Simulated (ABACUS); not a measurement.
**ZnS (Wurtzite-4H) in ABACUS: the effect of functional**

Crystal: ZnS (Wurtzite-4H).

```
Zn S
1.0
     3.89767    0.00000    0.00000
    -1.94884    3.37548    0.00000
     0.00000    0.00000   12.76555
Zn S
4 4
Direct
  0.66667 0.33333 0.75000
  0.33333 0.66667 0.25000
  0.00000 0.00000 0.50000
  0.00000 0.00000 0.00000
  0.66667 0.33333 0.93750
  0.33333 0.66667 0.43750
  0.00000 0.00000 0.68750
  0.00000 0.00000 0.18750
```

The cell isn't the ideal one: volume scaled by 1.06.

Alike in all runs:

- Program: ABACUS 3.10.1
- Task: equation of state
- Potentials or basis: SG15 ONCV 1.2 PBE
- Cutoff: 1361 eV
- Density cutoff: 5442 eV
- Basis: DZP LCAO (the cutoffs set its grid)
- k mesh: 6 × 6 × 2
- Occupations: fermi-dirac, width 0.05 eV
- Spin: no spin polarisation

```tsv
functional	gap on the mesh (eV)	pressure (GPa)	largest force (eV/Å)
LDA	1.61	-7.5	0.04
PBE	1.99	-1.5	0.04
PBEsol	?	?	?
PW91	1.96	-1.7	0.04
BLYP	1.93	1.4	0.05
SCAN	2.47	-3.9	0.06
```

Question: What does the run with functional PBEsol give?

Answer: gap on the mesh 1.84 eV; pressure -4.6 GPa; largest force 0.03 eV/Å.

Caveats: the atomic orbitals were generated for these runs and aren't a published set; the basis of atomic orbitals isn't converged, which shifts pressures, moduli and gaps; the potentials were made for another functional, which shifts forces and pressure (some runs).

